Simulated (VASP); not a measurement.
Here is a VASP 6.6.1 calculation.

File POSCAR:

```
C
1.0
    0.0000000000      1.7833700000      1.7833700000
    1.7833700000      0.0000000000      1.7833700000
    1.7833700000      1.7833700000      0.0000000000
C
2
Direct
    0.7500000000      0.7500000000      0.7500000000
    0.5000000000      0.5000000000      0.5000000000
```

Contents of INCAR.step1:

```
SYSTEM = C
ALGO = Fast
EDIFF = 1E-8
ENCUT = 500
GGA = PE
ISMEAR = 0
KPAR = 4
LASPH = .True.
LCHARG = .False.
LREAL = .False.
LWAVE = .True.
NELM = 100
PREC = Accurate
SIGMA = 0.01
```

INCAR.step2

```
SYSTEM = C
ALGO = Exact
EDIFF = 1E-8
ENCUT = 500
GGA = PE
ISMEAR = 0
ISTART = 1
KPAR = 4
LASPH = .True.
LCHARG = .False.
LOPTICS = .True.
LREAL = .False.
LWAVE = .True.
NBANDS = 76
NELM = 1
PREC = Accurate
SIGMA = 0.01
```

File INCAR.step3:

```
SYSTEM = C
ALGO = EVGW0
EDIFF = 1E-8
ENCUT = 500
ENCUTGW = 200
GGA = PE
ISMEAR = 0
ISTART = 1
KPAR = 4
LASPH = .True.
LCHARG = .False.
LREAL = .False.
LWAVE = .False.
NBANDS = 76
NBANDSGW = 12
NELMGW = 1
NOMEGA = 50
PREC = Accurate
PRECFOCK = Fast
SIGMA = 0.01
```

File KPOINTS:

```
k-points
0
Gamma
  6 6 6
  0 0 0
```

Potentials or basis: VASP PAW PBE potentials, release 64 (C_GW).

Launch:

```bash
$ cat potpaw_PBE.64/C_GW/POTCAR > POTCAR
$ cp INCAR.step1 INCAR
$ mpirun -np 4 vasp_std > vasp.out
$ cp INCAR.step2 INCAR
$ mpirun -np 4 vasp_std > vasp.out
$ cp INCAR.step3 INCAR
$ mpirun -np 4 vasp_std > vasp.out
```

Predict the quasiparticle gap.

5.50 eV.

Predict the least direct quasiparticle gap.

7.34 eV.

Predict the band gap on the k mesh, mean-field level.

4.15 eV, indirect (least direct gap 5.59 eV).

Caveat: the k mesh is coarse (spacing up to 0.51 Å⁻¹), so the values aren't converged; bands, screening cutoff and mesh are small and nothing is extrapolated, so the quasiparticle values aren't converged. A k mesh can miss the band edges.
